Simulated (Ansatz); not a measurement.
**Molecular dynamics of HN₂Cl**

input.yaml

```yaml
accuracy: low
crystal:
  lattice:
    - [8.431983, 0.0, 0.0]
    - [0.0, 8.431983, 0.0]
    - [0.0, 0.0, 8.431983]
  atoms:
    - { symbol: "N", position: [0.09675155, 0.9150116, 0.37565574] }
    - { symbol: "N", position: [0.09047879, 0.88179196, 0.50170264] }
    - { symbol: "N", position: [0.7640928, 0.19170486, 0.48275565] }
    - { symbol: "N", position: [0.71546422, 0.0740596, 0.45368558] }
    - { symbol: "N", position: [0.33437116, 0.23179088, 0.6605044] }
    - { symbol: "N", position: [0.4366408, 0.20467225, 0.73698038] }
    - { symbol: "N", position: [0.4401651, 0.63160482, 0.66666613] }
    - { symbol: "N", position: [0.43626678, 0.67845883, 0.54495321] }
    - { symbol: "N", position: [1.04116038, 0.47462049, 0.90973973] }
    - { symbol: "N", position: [1.10977096, 0.52550639, 1.00851796] }
    - { symbol: Cl, position: [0.46184363, 0.38537867, 0.2268557] }
    - { symbol: H, position: [0.5992318, 0.45384044, 0.26400184] }
    - { symbol: Cl, position: [0.1434619, 0.07381806, -0.00319461] }
    - { symbol: H, position: [0.12099747, -0.00353081, 0.12828609] }
    - { symbol: Cl, position: [0.77964578, 0.62290417, 0.28203587] }
    - { symbol: H, position: [0.67081336, 0.70525778, 0.20146581] }
    - { symbol: Cl, position: [0.46084622, 0.76148587, 0.08584997] }
    - { symbol: H, position: [0.42926716, 0.61209724, 0.12525688] }
    - { symbol: Cl, position: [0.80227343, 0.81767198, 0.80634849] }
    - { symbol: H, position: [0.94386623, 0.84228131, 0.75101074] }
basis:
  ecutwfc: 420.0
kpoints:
  mp_grid: { grid: [1, 1, 1] }
hamiltonian:
  xc: pbesol
scf:
  occupations: { method: fermi_dirac, width: 0.05 }
  lower_state_search: "off"
md:
  timestep: 0.5
  n_steps: 240
  ensemble: nvt_langevin
  temperature: 1000.0
  initial_velocities: maxwell_boltzmann
  seed: 786975
  friction: 0.02
```

Launched with:

```bash
$ ansatz run input.yaml --threads 1 --pin off --max-ram 3072MiB --backend cpu --events-out ev --progress --plain --runs-dir out
```

It starts from a partly relaxed structure (largest force component 0.19 eV/Å).

Output, in part (step lines):

```
md step     0: t =     0.00 fs  T =   950.0 K  F+E_penalty+E_count = -9171.69488702 eV  E_kin = 2.455940 eV  (11 SCF iters)
md step     1: t =     0.50 fs  T =   899.5 K  F+E_penalty+E_count = -9171.68107518 eV  E_kin = 2.325323 eV  (8 SCF iters)
md step     2: t =     1.00 fs  T =   911.7 K  F+E_penalty+E_count = -9171.64042398 eV  E_kin = 2.356971 eV  (8 SCF iters)
md step     3: t =     1.50 fs  T =   921.3 K  F+E_penalty+E_count = -9171.57884380 eV  E_kin = 2.381625 eV  (9 SCF iters)
md step     4: t =     2.00 fs  T =   924.4 K  F+E_penalty+E_count = -9171.51053398 eV  E_kin = 2.389871 eV  (9 SCF iters)
md step     5: t =     2.50 fs  T =   951.2 K  F+E_penalty+E_count = -9171.45437401 eV  E_kin = 2.459128 eV  (7 SCF iters)
md step     6: t =     3.00 fs  T =   929.1 K  F+E_penalty+E_count = -9171.42337895 eV  E_kin = 2.401939 eV  (7 SCF iters)
md step     7: t =     3.50 fs  T =   854.7 K  F+E_penalty+E_count = -9171.42296257 eV  E_kin = 2.209637 eV  (7 SCF iters)
[... lines left out ...]
md step   240: t =   120.00 fs  T =   817.0 K  F+E_penalty+E_count = -9170.37453505 eV  E_kin = 2.112039 eV  (8 SCF iters)
```

The steps, from the saved trajectory:

| time (fs) | T (K) | potential energy less start (eV) |
| --- | --- | --- |
| 0.0 | 950 | 0.000 |
| 4.0 | 875 | 0.250 |
| 8.0 | 890 | 0.370 |
| 12.0 | 787 | 0.455 |
| 16.0 | 773 | 0.504 |
| 20.0 | 736 | 0.634 |
| 24.0 | 711 | 0.878 |
| 28.0 | 713 | 0.733 |
| 32.0 | 707 | 0.916 |
| 36.0 | 785 | 0.858 |
| 40.0 | 797 | 0.991 |
| 44.0 | 809 | 0.915 |
| 48.0 | 773 | 1.191 |
| 52.0 | 899 | 0.901 |
| 56.0 | 731 | 1.279 |
| 60.0 | 793 | 0.964 |
| 64.0 | 836 | 0.956 |
| 68.0 | 785 | 1.172 |
| 72.0 | 770 | 1.102 |
| 76.0 | 941 | 1.112 |
| 80.0 | 776 | 1.242 |
| 84.0 | 792 | 1.171 |
| 88.0 | 781 | 0.956 |
| 92.0 | 693 | 1.556 |
| 96.0 | 754 | 1.119 |
| 100.0 | 804 | 1.318 |
| 104.0 | 768 | 1.274 |
| 108.0 | 653 | 1.333 |
| 112.0 | 766 | 1.331 |
| 116.0 | 825 | 1.510 |
| 120.0 | 817 | 1.320 |

All steps were run. The mean temperature of the second half is 22 % below the set value. A run of 0.12 ps of so small a system gives no equilibrium averages. Limits of this set-up: coarse k mesh, low accuracy level.

Mean squared displacements from the first frame to the last, about the centre of mass: N 0.77 Å², Cl 0.23 Å², H 2.68 Å².

Last frame:

```xyz
20
Lattice="8.4320 0.0000 0.0000 0.0000 8.4320 0.0000 0.0000 0.0000 8.4320" Properties=species:S:1:pos:R:3
N 1.579 7.287 2.675
N 1.174 6.803 3.610
N 6.995 1.479 4.571
N 6.318 0.914 3.928
N 2.345 1.939 5.291
N 3.205 1.259 5.263
N 3.230 5.011 5.764
N 2.783 4.637 4.834
N 8.540 4.265 8.070
N 8.877 5.218 8.585
Cl 4.181 3.174 1.554
H 3.261 3.502 2.500
Cl 1.030 0.560 0.053
H 1.920 0.862 0.853
Cl 6.764 5.623 2.024
H 6.042 6.481 2.624
Cl 3.182 6.499 0.968
H 3.778 5.835 0.004
Cl 6.765 7.162 6.802
H 5.687 6.392 6.754
```

Run time: 12 min on 1 thread of Arm Neoverse V1, on a shared host, peak memory 0.58 GiB.
